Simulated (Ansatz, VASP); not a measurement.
## Two plane-wave programs on FeO

INCAR

```
PREC = Accurate ; ENCUT = 520
EDIFF = 1E-6 ; ISMEAR = -1
SIGMA = 0.05 ; LREAL = F
LASPH = T ; NELM = 150
ALGO = Normal ; ISIF = 2
LWAVE = F ; LCHARG = F
ISPIN = 2 ; MAGMOM = 3 0
LORBIT = 11 ; LMAXMIX = 4
GGA = PE ; NBANDS = 18
```

Contents of KPOINTS:

```
Automatic mesh
0
Gamma
  10 10 10
```

Contents of POSCAR:

```
FeO
1.0
    2.6124696300      0.0000000000      0.0000000000
    0.0000000000      2.6124696300      0.0000000000
    0.0000000000      0.0000000000      2.6124696300
Fe O
1 1
Direct
    0.0000000000      0.0000000000      0.0000000000
    0.5000000000      0.5000000000      0.5000000000
```

Contents of input.yaml:

```yaml
crystal:
  lattice:
    - [2.61246963, 0.0, 0.0]
    - [0.0, 2.61246963, 0.0]
    - [0.0, 0.0, 2.61246963]
  atoms:
    - { symbol: Fe, position: [0.0, 0.0, 0.0], spin: 3.0 }
    - { symbol: O, position: [0.5, 0.5, 0.5] }
hamiltonian:
  xc: pbe
  pseudopotentials: { kind: paw }
magnetization:
  spin_polarized: true
kpoints:
  mp_grid: { grid: [10, 10, 10] }
scf:
  occupations: { method: fermi_dirac, width: 0.05 }
output:
  forces: true
  stress: true
  eigenvalues: true
  write_density: true
  write_potential: true
  elf: true
  volumetric_format: npy
```

The cell comes from a database or a generator and needn't be the stable form of this composition.

Alike in both runs: task single point; functional PBE; k mesh 10 × 10 × 10; occupations fermi-dirac, width 0.05 eV; collinear spin.

|  | VASP | Ansatz |
| --- | --- | --- |
| version | VASP 6.6.1 | Ansatz 0.2.0 |
| potentials or method | VASP PAW PBE potentials, release 64 (Fe, O) | Ansatz PAW |
| plane-wave cutoff (eV) | 520 | 420 |
| valence electrons in the cell | 14 | 22 |

Ansatz gave:

```
gap on the k mesh at the Fermi level (eV)                     : none
pressure (GPa)                                                : 9.3
net moment per atom (μB)                                      : 2.00
size of the moment on the site where the two differ most (μB) : 3.44
```

Task: What did VASP give for the same quantities?

Result: gap on the k mesh at the Fermi level (eV): none; pressure (GPa): 9.3; net moment per atom (μB): 2.00; size of the moment on the site where the two differ most (μB): 3.53.

Site moments also hang on the region over which each program counts them. A gap of «none» marks a metal or a gap that the smearing closes. The two sets of potentials don't hold the same shells in valence.

Caveats: a cell with one magnetic atom can't hold antiferromagnetic order, which such compounds often take; semilocal functionals often make such compounds metallic where correlation or magnetic order opens a gap, which also shifts bond lengths; the pressure holds a Pulay correction of +0.8 GPa for the finite cutoff (Ansatz).
